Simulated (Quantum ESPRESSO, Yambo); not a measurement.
An input for Yambo 5.3.0 (BN (P6_3/mmc)):

```
optics
bss
bse
em1s
dipoles
rim_cut
RandQpts= 1000000
RandGvec= 1 RL
Chimod= "HARTREE"
BSKmod= "SEX"
BSEmod= "resonant"
BSSmod= "d"
BSENGexx= 20 Ry
BSENGBlk= 4 Ry
% BSEQptR
 1 | 1 |
%
% BSEBands
 6 | 10 |
%
% BEnRange
 0 | 8 | eV
%
% BDmRange
 0.1 | 0.1 | eV
%
BEnSteps= 161
% BLongDir
 1 | 0 | 0 |
%
% BndsRnXs
 1 | 16 |
%
NGsBlkXs= 4 Ry
% LongDrXs
 1 | 1 | 1 |
%
% KfnQP_E
 1.45 | 1.0 | 1.0 |
%
WRbsWF
FFTGvecs= 32 Ry
```

```sh
OMP_NUM_THREADS=1 mpirun -n 4 yambo -F bse12.in -J bse12 -C bse12 > bse12.log
```

The stored states that it reads are on a 12×12×4 mesh. The structure is hexagonal, space group P6_3/mmc (No. 194). Conventional cell: a = 2.504 Å, b = 2.504 Å, c = 6.661 Å, α = 90.00°, β = 90.00°, γ = 120.00°. Nearest to B lie 3 N at 1.45 Å. Nearest to N lie 3 B at 1.45 Å. Farther neighbours and most contacts between anions are not listed.

Question: Estimate wall time and host memory on 4 MPI ranks of Arm Neoverse V1, shared host.

It took 3.3 min; on shared hardware allow 99 s to 6.6 min. Peak host memory was 2.0 GiB.

The kernel grows as the square of the matrix size, and full diagonalisation as its cube.

[Paths, hosts, dates, memory and timing lines, banners, echoed tables and standing remarks are left out of the program output.]

[Logs are printed without paths, hosts, clocks, repeated set-up lines and the standing remarks that a program may print on its own settings, such as how far it seeks lower states.]

[Runs of the session that timed out or met a known fault of the program may be left out.]

[Hosts, paths, dates, database ids (printed as entryN), source tags and the programs' standing remarks are cut or masked in the printed files.]
